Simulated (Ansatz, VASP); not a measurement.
**Two plane-wave programs on TiO2**

The input INCAR:

```
SYSTEM = TiO2
PREC = Accurate ; ENCUT = 520
EDIFF = 1E-6 ; ISMEAR = 0
SIGMA = 0.1 ; LREAL = .False.
LASPH = .True. ; NELM = 150
ALGO = Normal ; ISIF = 2
LWAVE = .False. ; LCHARG = .False.
ISPIN = 2 ; MAGMOM = 1 1 0 0 0 0
LORBIT = 11 ; LMAXMIX = 4
GGA = PE ; NBANDS = 37
```

KPOINTS

```
regular mesh
0
Gamma
  4 4 4
  0 0 0
```

File POSCAR:

```
TiO2
1.0
    0.0000000000      4.7447204700      4.7447204700
    4.7447204700      0.0000000000      4.7447204700
    4.7447204700      4.7447204700      0.0000000000
Ti O
2 4
Direct
    0.2500000000      0.2500000000      0.2500000000
    0.0000000000      0.0000000000      0.0000000000
    0.1250000000      0.1250000000      0.1250000000
    0.1250000000      0.1250000000      0.6250000000
    0.1250000000      0.6250000000      0.1250000000
    0.6250000000      0.1250000000      0.1250000000
```

Input for Ansatz:

```yaml
crystal:
  lattice:
    - [0.0, 4.74472047, 4.74472047]
    - [4.74472047, 0.0, 4.74472047]
    - [4.74472047, 4.74472047, 0.0]
  atoms:
    - { symbol: Ti, position: [0.25, 0.25, 0.25], spin: 1.0 }
    - { symbol: Ti, position: [0.0, 0.0, 0.0], spin: 1.0 }
    - { symbol: O, position: [0.125, 0.125, 0.125] }
    - { symbol: O, position: [0.125, 0.125, 0.625] }
    - { symbol: O, position: [0.125, 0.625, 0.125] }
    - { symbol: O, position: [0.625, 0.125, 0.125] }
basis:
  ecutwfc: 420
kpoints:
  mp_grid: { grid: [4, 4, 4] }
hamiltonian:
  xc: pbe
scf:
  occupations: { method: gaussian, width: 0.1 }
  lower_state_search: "off"
output:
  forces: true
  stress: true
  eigenvalues: true
  populations: true
magnetization:
  spin_polarized: true
```

Alike in both runs: task single point; functional PBE; k mesh 4 × 4 × 4; occupations gaussian, width 0.1 eV; collinear spin.

|  | VASP | Ansatz |
| --- | --- | --- |
| version | VASP 6.6.1 | Ansatz 0.2.0 |
| potentials or method | VASP PAW PBE potentials, release 64 (Ti_sv, O) | scalar-relativistic, plane waves, PAW |
| plane-wave cutoff (eV) | 520 | 420 |
| valence electrons in the cell | 48 | 48 |

```csv
,VASP,Ansatz,Ansatz less VASP
gap on the k mesh at the Fermi level (eV),1.88,1.89,+0.012
least direct gap on the mesh (eV),1.88,1.89,+0.012
pressure (GPa),-15.3,-15.4,-0.10
net moment per atom (μB),0.00,0.00,0.000
```

Ansatz warned: «seeded_moment_not_kept».

Caveats: so large a pressure means that the cell lies far from this level's equilibrium, or that cutoff or potentials fall short (VASP). A hybrid or GW would open this gap; PBE tends to underestimate it. A k mesh can miss the band edges.
